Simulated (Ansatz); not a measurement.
Set up this calculation in Ansatz 0.2.0, as the native input.

```
Task                                : band structure
Functional                          : PBEsol
Potentials or basis                 : Ansatz PAW
Cutoff                              : 420 eV (not typed: the program's choice for these potentials)
k mesh                              : 6 × 6 × 6
Occupations                         : fermi-dirac, width 0.05 eV
Spin                                : no spin polarisation
Path                                : [["G", "L", "B1"], ["B", "Z", "G", "X"], ["Q", "F", "P1", "Z"], ["L", "P"]]
Points for each segment of the path : 10
```

The system is In2O3.

```
In O
1.0
     2.74350    1.58396    4.83667
    -2.74350    1.58396    4.83667
     0.00000   -3.16792    4.83667
In O
4 6
Cartesian
  0.0000 0.0000 12.4396
  0.0000 0.0000 9.3254
  0.0000 0.0000 2.0704
  0.0000 0.0000 5.1846
  -1.9259 -0.1679 6.0458
  0.8176 1.7519 6.0458
  1.1084 -1.5840 6.0458
  1.9259 0.1679 8.4642
  -0.8176 -1.7519 8.4642
  -1.1084 1.5840 8.4642
```

One way to write it, as run:

input.yaml

```yaml
crystal:
  lattice:
    - [2.7435, 1.5839604635, 4.8366666667]
    - [-2.7435, 1.5839604635, 4.8366666667]
    - [0.0, -3.167920927, 4.8366666667]
  atoms:
    - { symbol: In, position: [0.85731, 0.85731, 0.85731] }
    - { symbol: In, position: [0.64269, 0.64269, 0.64269] }
    - { symbol: In, position: [0.14269, 0.14269, 0.14269] }
    - { symbol: In, position: [0.35731, 0.35731, 0.35731] }
    - { symbol: O, position: [0.048, 0.75, 0.452] }
    - { symbol: O, position: [0.75, 0.452, 0.048] }
    - { symbol: O, position: [0.452, 0.048, 0.75] }
    - { symbol: O, position: [0.952, 0.25, 0.548] }
    - { symbol: O, position: [0.25, 0.548, 0.952] }
    - { symbol: O, position: [0.548, 0.952, 0.25] }
hamiltonian:
  xc: pbesol
  pseudopotentials: { kind: paw }
kpoints:
  mp_grid: { grid: [6, 6, 6] }
  band_path:
    path:
      - [[0.0, 0.0, 0.0], [0.5, 0.0, 0.0], [0.5, 0.2381665116, -0.2381665116]]
      - [[0.7618334884, 0.5, 0.2381665116], [0.5, 0.5, 0.5], [0.0, 0.0, 0.0], [0.3690832558, 0.0, -0.3690832558]]
      - [[0.6309167442, 0.3690832558, 0.0], [0.5, 0.5, 0.0], [0.6309167442, 0.6309167442, 0.2381665116], [0.5, 0.5, 0.5]]
      - [[0.5, 0.0, 0.0], [0.7618334884, 0.3690832558, 0.3690832558]]
    npoints: 10
scf:
  occupations: { method: fermi_dirac, width: 0.05 }
  n_extra_bands: 25
output:
  forces: true
  stress: true
  eigenvalues: true
  fatbands: true
```

Potentials or basis: Ansatz PAW.

Launch:

```console
$ ansatz run input.yaml --threads 4 --pin off --max-ram 11264MiB --backend cpu --events-out ev --progress --plain --runs-dir out
```

Results of the run:

```json
{"Pressure": "2.0 GPa", "Largest force": "0.158 eV/Å", "Band gap on the k mesh": "1.20 eV, indirect (least direct gap 1.25 eV)", "Band gap along the path": "1.20 eV, indirect (least direct gap 1.25 eV)"}
```

Caveat: the pressure holds a Pulay correction of +0.7 GPa for the finite cutoff; spin-orbit coupling is left out, which moves the levels of the heavy elements; the PAW data sets come from PBE, with cores solved anew for the run's functional, which leaves a small shift of forces and pressure.

It took 13 s on 4 threads of Arm Neoverse V2, with other jobs on the host, peak memory 0.71 GiB.
